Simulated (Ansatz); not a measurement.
Level of theory: DFT PBE, scalar-relativistic, plane waves, PAW (Ansatz 0.2.0). Settings: cutoff 420 eV, Γ-centred meshes spaced at most about 0.3 Å⁻¹, and about 0.25 Å⁻¹ or finer for metals (2π included), Gaussian smearing. No spin polarisation.

All energies are static (0 K, no zero-point motion).

Two relaxed structures of Ti4C3:

1.

```xyz
7
Lattice="1.5473 0.8933 9.7783 -1.5473 0.8933 9.7783 0.0000 -1.7867 9.7783" Properties=species:S:1:pos:R:3 pbc="T T T"
Ti    0.0000    0.0000    3.5848
Ti    0.0000    0.0000   18.3652
Ti    0.0000    0.0000   25.7502
Ti    0.0000    0.0000   10.9698
C     0.0000    0.0000   22.0960
C     0.0000    0.0000    0.0000
C     0.0000    0.0000    7.2390
```

2.

```xyz
7
Lattice="5.5933 -1.5508 0.0000 5.5933 1.5508 0.0000 -2.4243 0.0000 4.6737" Properties=species:S:1:pos:R:3 pbc="T T T"
Ti    0.3577    0.0000    2.1483
Ti    8.4045    0.0000    2.5254
Ti    4.0931    0.0000    0.1180
Ti    4.6692    0.0000    4.5557
C     2.2868    0.0000    1.2444
C     6.4755    0.0000    3.4293
C     0.0000    0.0000    0.0000
```

Problem. Which form is favoured at zero pressure, and by what margin per atom?

Solution. Cell 1 is lower, by 38 meV/atom. Cell 1 has space group R-3m (No. 166), 11.6 Å³/atom and no gap on its mesh; cell 2 has space group C2/m (No. 12), 11.6 Å³/atom and no gap. Counting C atoms around Ti (those within 1.25 times the shortest such distance or 1.15 times the sum of covalent radii, 1.27 where that leaves under three; a slash parts the counts of unlike sites), cell 1 has Ti 3/6 and cell 2 has Ti 4/5. Both come from invented guesses.

Cells relaxed within their symmetry can be saddle points.
